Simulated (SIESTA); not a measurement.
Cu:

```
CELL_PARAMETERS angstrom
0.00000 1.80750 1.80750
1.80750 0.00000 1.80750
1.80750 1.80750 0.00000
ATOMIC_POSITIONS crystal
Cu 0.00000 0.00000 0.00000
```

Program: SIESTA 5.4.2. Alike in all runs: task band structure; no spin polarisation; cell as given; k mesh 13 × 13 × 13; smearing fermi-dirac 0.05 eV; grid cutoff 800 Ry; energy shift 0.002 Ry.

Order these runs on this cell by their pressure, lowest first.
A. level SOGGA; potentials or basis PseudoDojo 0.4 standard (PBEsol files), DZP (energy shift 0.002 Ry)
B. level PW91; potentials or basis PseudoDojo 0.4 standard (PBE files), DZP (energy shift 0.002 Ry)
C. level vdW-DF-cx; potentials or basis PseudoDojo 0.4 standard (PBE files), DZP (energy shift 0.002 Ry)
D. level SVWN5; potentials or basis PseudoDojo 0.4 standard (LDA files), DZP (energy shift 0.002 Ry)

D (-13.7 GPa), A (-9.1 GPa), C (-5.4 GPa), B (-0.1 GPa).

Caveats: semicore shells carry a single zeta, which can move pressures by several GPa and volumes by a few percent; the basis of atomic orbitals isn't converged, which shifts pressures, moduli and gaps; the potentials were made for another functional, which shifts forces and pressure (some runs).

Runs at the PBE level aren't shown here.
